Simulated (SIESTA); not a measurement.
Band structure of Li3N (P6/mmm, 4 atoms in the cell).

```xyz
4
Lattice="3.5726 0.0000 0.0000 -1.7863 3.0939 0.0000 0.0000 0.0000 3.8149" Properties=species:S:1:pos:R:3 pbc="T T T"
Li     0.0000     0.0000     1.9075
Li     0.0000     2.0626     0.0000
Li     1.7863     1.0313     0.0000
N      0.0000     0.0000     0.0000
```

Method of the run: GGA PBE, numerical atomic orbitals TZP, PseudoDojo PBE standard norm-conserving potentials (rewritten from UPF to PSML) (SIESTA).

Settings: XC.functional = GGA; XC.authors = PBE; potentials = PseudoDojo PBE standard; PAO.BasisSize = TZP; PAO.EnergyShift = 0.01 Ry; MeshCutoff = 400 Ry; kgrid.MonkhorstPack = 6 6 5; OccupationFunction = FD; ElectronicTemperature = 10 K; PAO.Polarization.NonPerturbative = true; MaxSCFIterations = 150; SCF.Mixer.Method = Pulay; SCF.Mixer.Weight = 0.25; SCF.Mixer.History = 8.

The starting cell comes from a database of computed structures (which also holds hypothetical and non-ambient phases and stackings), without a prior relaxation at this level. Its lattice was rescaled by a random factor within 2.5 % of one. Values carry the incompleteness of an atom-centred basis.

Predict the gap along the standard path and the places of the band edges.

The gap along the path is 1.19 eV, from A to L; the smallest direct gap on it is 1.43 eV. Another conduction valley lies within 0.1 eV, so the order of the valleys is not sure.

Levels in eV from the top of the valence band on the path, bands 4 to 8:
```
point       4      5      6      7     8
-----  ------  -----  -----  -----  ----
Γ      -11.52  -1.65  -0.20  -0.20  1.23
M      -11.40  -2.38  -1.28  -0.80  4.85
K      -11.39  -1.99  -1.99  -0.65  5.50
A      -11.58  -2.85   0.00   0.00  4.14
L      -11.52  -1.46  -0.98  -0.70  1.19
H      -11.52  -1.33  -1.33  -0.38  2.45
```

Higher empty bands are left out: an atom-centred basis made for the valence describes them poorly.
